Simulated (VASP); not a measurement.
## BN in VASP 6.6.1, single-point calculation

INCAR

```
LCHARG = .FALSE.
NSW = 0
SIGMA = 0.02
LASPH = .TRUE.
IBRION = -1
EDIFF = 1E-8
LREAL = .FALSE.
NBANDS = 11
NELM = 95
GGA = PE
ISMEAR = -1
NELECT = 8.5
ENCUT = 520
PREC = Accurate
ISIF = 2
LWAVE = .FALSE.
```

KPOINTS

```
KPOINTS created by Atomic Simulation Environment
0
Gamma
12 12 12
0 0 0
```

POSCAR

```
B  N
 1.0000000000000000
     1.1849926442000001    0.7217594916000000    3.2533303712000001
    -1.1849926442000001    0.7217594916000000    3.2533303712000001
     0.0000000000000000   -1.4435189832999999    3.2533303712000001
 B   N
   1   1
Cartesian
  0.0000000000000000  0.0093137549852812  9.7568277416534404
  0.0000000000000000 -0.0093137551185246  3.2477064978139460
```

The recommended PBE PAW datasets give the neutral cell 8 valence electrons.

Command

```
mpirun -np 1 vasp_std
```

OSZICAR

```
N       E                     dE             d eps       ncg     rms          rms(c)
DAV:   1     0.193984606851E+02    0.19398E+02   -0.49079E+03 10712   0.718E+02
DAV:   2    -0.152586146227E+02   -0.34657E+02   -0.33636E+02 12504   0.177E+02
DAV:   3    -0.160558907537E+02   -0.79728E+00   -0.79334E+00 12785   0.242E+01
DAV:   4    -0.160580511359E+02   -0.21604E-02   -0.21603E-02 11519   0.140E+00
DAV:   5    -0.160580594930E+02   -0.83571E-05   -0.83570E-05 12805   0.775E-02    0.854E+00
DAV:   6    -0.137876794927E+02    0.22704E+01   -0.59778E+00 11798   0.144E+01    0.392E+00
DAV:   7    -0.135508382799E+02    0.23684E+00   -0.43594E-01 12566   0.481E+00    0.231E+00
DAV:   8    -0.135157511679E+02    0.35087E-01   -0.10944E-01 12650   0.207E+00    0.491E-01
DAV:   9    -0.135161064285E+02   -0.35526E-03   -0.16224E-03 11599   0.379E-01    0.178E-01
DAV:  10    -0.135162718297E+02   -0.16540E-03   -0.26028E-04 12032   0.126E-01    0.284E-02
DAV:  11    -0.135162848992E+02   -0.13069E-04   -0.16483E-05 12244   0.315E-02    0.136E-02
DAV:  12    -0.135162852927E+02   -0.39352E-06   -0.23201E-06 12014   0.111E-02    0.121E-03
DAV:  13    -0.135162853656E+02   -0.72932E-07   -0.14745E-07 12200   0.324E-03    0.424E-04
DAV:  14    -0.135162853713E+02   -0.57050E-08   -0.10032E-08 12038   0.773E-04
   1 F= -.13516285E+02 E0= -.13515951E+02  d E =-.669381E-03
```

From OUTCAR

```
k-points           NKPTS =    476   k-points in BZ     NKDIM =    476   number of bands    NBANDS=     11

   NELECT =       8.5000    total number of electrons

   dimension x,y,z NGX =    28 NGY =   28 NGZ =   28
   dimension x,y,z NGXF=    56 NGYF=   56 NGZF=   56

  energy-cutoff  :      520.00
  volume of cell :       16.70
      direct lattice vectors                 reciprocal lattice vectors
     1.184992644  0.721759492  3.253330371     0.421943547  0.230917180  0.102459110
    -1.184992644  0.721759492  3.253330371    -0.421943547  0.230917180  0.102459110
     0.000000000 -1.443518983  3.253330371     0.000000000 -0.461834361  0.102459110

 k-points in reciprocal lattice and weights: KPOINTS created by Atomic Simulation Env
   0.00000000  0.00000000  0.00000000       0.001
   0.08333333 -0.00000000  0.00000000       0.002
   0.16666667 -0.00000000  0.00000000       0.002
   0.25000000 -0.00000000  0.00000000       0.002
   0.33333333 -0.00000000  0.00000000       0.002
   0.41666667 -0.00000000  0.00000000       0.002
   0.50000000 -0.00000000  0.00000000       0.001
   0.08333333  0.08333333  0.00000000       0.001
   ...

 E-fermi :   8.0185

 k-point     1 :       0.0000    0.0000    0.0000
  band No.  band energies     occupation
      1     -15.7357      2.00000
      2      -1.8803      2.00000
      3       1.1243      2.00000
      4       1.9342      2.00000
      5       7.2477      2.00000
      6      14.6201      0.00000
      7      15.4816      0.00000
      8      16.7825      0.00000
      9      19.1930      0.00000
     10      29.8349      0.00000
     11      30.9354      0.00000

 k-point     2 :       0.0833   -0.0000    0.0000
  band No.  band energies     occupation
      1     -15.5821      2.00000
      2      -1.7197      2.00000
      3       0.7846      2.00000
      4       1.3897      2.00000
      5       7.5427      2.00000
      6      14.8087      0.00000
      7      15.7377      0.00000
      8      16.2752      0.00000
      9      19.7338      0.00000
     10      29.4458      0.00000
     11      30.2118      0.00000

 k-point     3 :       0.1667   -0.0000    0.0000
  band No.  band energies     occupation
      1     -15.1289      2.00000
      2      -1.2477      2.00000
      3      -0.3908      2.00000
      4       0.3632      2.00000
      5       8.3346      0.00000
      6      14.5951      0.00000
      7      14.9195      0.00000
      8      17.3402      0.00000
      9      20.9130      0.00000
     10      26.4645      0.00000
     11      28.2621      0.00000

 k-point     4 :       0.2500   -0.0000    0.0000
  band No.  band energies     occupation
      1     -14.4034      2.00000
      2      -2.2845      2.00000
      3      -0.4994      2.00000
      4      -0.4610      2.00000
      5       9.4583      0.00000
      6      13.0538      0.00000
      7      14.4306      0.00000
      8      19.6490      0.00000
      9      21.8781      0.00000
     10      24.3108      0.00000
     11      26.4857      0.00000

 k-point     5 :       0.3333   -0.0000    0.0000
  band No.  band energies     occupation
      1     -13.4752      2.00000
      2      -4.2408      2.00000
      3      -1.1956      2.00000
      4       0.5329      2.00000
      5      10.1467      0.00000
      6      11.7490      0.00000
      7      14.4366      0.00000
      8      20.5037      0.00000
      9      22.6027      0.00000
     10      24.2098      0.00000
     11      25.2248      0.00000

 ...

  Total       11.2664265      7.0439704      4.5879475      0.0000000      0.0436912      0.0000000
  in kB     1081.2078580    675.9903960    440.2926575      0.0000000      4.1929269      0.0000000
  external PRESSURE =     732.4969705 kB  Pullay stress =       0.0000000 kB

 POSITION                                       TOTAL-FORCE (eV/Angst)
 -----------------------------------------------------------------------------------
      0.00000     -1.43421      3.25017         0.000000      0.464001     -0.235673
      0.00000     -0.00931      3.24771         0.000000     -0.464001      0.235673
 -----------------------------------------------------------------------------------
    total drift:                                0.000000      0.000039      0.000062

  FREE ENERGIE OF THE ION-ELECTRON SYSTEM (eV)
  ---------------------------------------------------
  free  energy   TOTEN  =       -13.5162853713 eV

  energy  without entropy=      -13.5156159903  energy(sigma->0) =      -13.51595068
```

It converged. Results: pressure 73.2 GPa; largest force 0.52 eV/Å.

The cell is charged and sits in a uniform background.

For comparison, a separate PBE run of the intended cell, on usual settings and not on those above, gives a gap of 3.98 eV on its mesh and a pressure of 27.5 GPa.

The run above took about 2.1 min on one core of a shared host (Intel Xeon Platinum 8488C) and held 0.22 GiB at most.
